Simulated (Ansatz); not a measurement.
Runs of Ansatz 0.2.0 on Co. The structure is hexagonal, space group P6_3/mmc (No. 194). The conventional cell has a = 2.472 Å, b = 2.472 Å, c = 4.021 Å, α = 90.00°, β = 90.00°, γ = 120.00°. Around Co (site symmetry -6m2) lie 12 Co at 2.47 Å. 

| task | level | potentials or basis | cell | cutoff (eV) | target pressure (GPa) | gap on the mesh (eV) | pressure (GPa) | moment (μB) | V0 of scaled cells (Å³/atom) | B0 (GPa) |
| --- | --- | --- | --- | --- | --- | --- | --- | --- | --- | --- |
| equation of state | PBE | PseudoDojo stringent | as given | 1415 | - | - | - | - | 10.88 | 209 |
| relaxation of cell and atoms | r2SCAN | Ansatz PAW | relaxed to 5 GPa | 500 | 5 | none | 5.0 | (a) | - | - |
| relaxation of cell and atoms | r2SCAN | Ansatz PAW | relaxed to 10 GPa | 500 | 10 | none | 10.0 | 3.47 | - | - |
| relaxation of cell and atoms | r2SCAN | Ansatz PAW | relaxed to 30 GPa | 500 | 30 | none | 30.0 | 3.35 | - | - |
| relaxation of cell and atoms | r2SCAN | Ansatz PAW | relaxed to 2 GPa | 500 | 2 | none | 2.0 | 3.56 | - | - |
| equation of state | PBE | Ansatz PAW earlier set | as given | 1000 | - | - | - | - | 10.87 | 208 |
| equation of state | PBE | Ansatz PAW earlier set | as given | 900 | - | - | - | - | 10.87 | 208 |
| relaxation of cell and atoms | r2SCAN | Ansatz PAW | relaxed to 20 GPa | 500 | 20 | none | 20.0 | (b) | - | - |

Alike in all rows: spin collinear, ferromagnetic start; k mesh 12 × 12 × 7; smearing fermi-dirac 0.05 eV.

Question: Fill in the values left out.

Answer: (a) 3.53; (b) 3.39.

Caveats: the magnetic or orbital state may not be the lowest (some runs); the plane-wave basis is chosen anew once the cell has moved, so the energies of steps on either side of that aren't comparable (some runs); the PAW data sets come from PBE, with cores solved anew for the run's functional, which leaves a small shift of forces and pressure (some runs); the cell was scaled at fixed shape and fractional positions, which overstates the stiffness of a crystal with free parameters, most of all of layers and chains (some runs).

A gap of «none» marks a metal or a gap under the smearing width.
